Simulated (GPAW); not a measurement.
Crystal: Au.

```
CELL_PARAMETERS angstrom
0.00000 2.03500 2.03500
2.03500 0.00000 2.03500
2.03500 2.03500 0.00000
ATOMIC_POSITIONS crystal
Au 0.00000 0.00000 0.00000
```

Program: GPAW 26.7.0. Alike in all runs: cell as given; cutoff (eV) 600.

Task: Order these runs on this cell by their pressure, lowest first.
A. level LDA; potentials or basis the program's PAW data sets (release 1.2.1) made for this functional, pw; spin off; k mesh 11 × 11 × 11; smearing fermi-dirac 0.05 eV; band path GXWKGLUWLK,UX; band points 60
B. level PBE; potentials or basis GPAW PAW data sets (gpaw-data 1.2.1), pw; spin off; k mesh 11 × 11 × 11; smearing gaussian 0.012 eV
C. level r2SCAN; potentials or basis GPAW PAW data sets (gpaw-data 1.2.1), pw; spin off; k mesh 11 × 11 × 11; smearing fermi-dirac 0.05 eV; band path GXWKGLUWLK,UX; band points 80
D. level BLYP; potentials or basis PAW data sets generated in the run's folder for this functional, pw; spin off; k mesh 11 × 11 × 11; smearing fermi-dirac 0.05 eV; band path GXWKGLUWLK,UX; band points 80; eigensolver davidson
E. level PBEsol; potentials or basis PAW data sets generated in the run's folder for this functional, pw; spin SOC, no magnetisation; k mesh 8 × 8 × 8; smearing fermi-dirac 0.05 eV; band path GXWKGLUWLK,UX; band points 100; spin axis theta (degrees) 54.7; spin axis phi (degrees) 45

Result: A (0.3 GPa), E (5.7 GPa), C (10.1 GPa), B (13.4 GPa), D (25.4 GPa).

Caveats: with this Au data set, volumes or pressures lay over 1.5 % or 2 GPa off other programs in two to four cells of ten; the PAW data sets were made with another functional, which shifts forces and pressure a little (some runs); so large a pressure means that the cell lies far from this level's equilibrium, or that cutoff or potentials fall short (some runs); spin-orbit coupling was added after a scalar SCF, so levels and gaps hold it while energy, forces, pressure and moments don't (some runs).
